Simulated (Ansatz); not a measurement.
# BaTiO3 in Ansatz: the effect of Hubbard term

Crystal: BaTiO3.

```
Ba Ti O
1.0
     3.72890   -0.42193    0.02237
    -0.28447    3.27547    3.11008
     0.31643   -2.75371    2.58992
Ba Ti O
1 1 3
Direct
  0.00364 0.99727 0.99850
  0.50025 0.51161 0.51018
  0.99835 0.49282 0.49504
  0.49991 0.50154 0.99454
  0.49786 0.99299 0.49796
```

The cell isn't the ideal one: cell sheared at random, sigma 0.1, atoms nudged by 0.01 Å.

Alike in all runs:

* Program: Ansatz 0.2.0
* Task: band structure
* Functional: PBE
* Potentials or basis: Ansatz PAW
* Cutoff: 420 eV (not typed: the program's choice for these potentials)
* k mesh: 7 × 6 × 7
* Occupations: fermi-dirac, width 0.05 eV
* Spin: no spin polarisation
* Path: [["X", "G", "Y"], ["L", "G", "Z"], ["N", "G", "M"], ["R", "G"]]
* Points for each segment of the path: 14
* Hubbard projectors: ortho-atomic (the default)
* Double counting: fll (the default)

```csv
Hubbard term,gap on the mesh (eV),pressure (GPa),largest force (eV/Å)
none,?,?,?
Ti d U = 1 eV,0.71,17.7,0.70
Ti d U = 2 eV,0.82,18.0,0.68
Ti d U = 3 eV,0.94,18.4,0.66
Ti d U = 4 eV,1.07,18.8,0.64
Ti d U = 5 eV,1.21,19.2,0.61
Ti d U = 6 eV,1.36,19.6,0.60
Ti d U = 8 eV,1.65,20.5,0.66
```

Q: What does the run with Hubbard term none give?

A: gap on the mesh 0.61 eV; pressure 17.4 GPa; largest force 0.72 eV/Å.

Worked out: A parabola through the other rows of the gap on the mesh, of slope 0.107 eV per eV there, extrapolates to 0.60 eV, against the run's 0.61. A straight line through the other rows of the pressure, of slope 0.402 GPa per eV, extrapolates to 17.2 GPa, against the run's 17.4. A parabola through the other rows of the largest force, of slope -0.0517 eV/Å per eV there, extrapolates to 0.76 eV/Å, against the run's 0.72.

Caveats: spin-orbit coupling is left out, which moves the levels of the heavy elements.

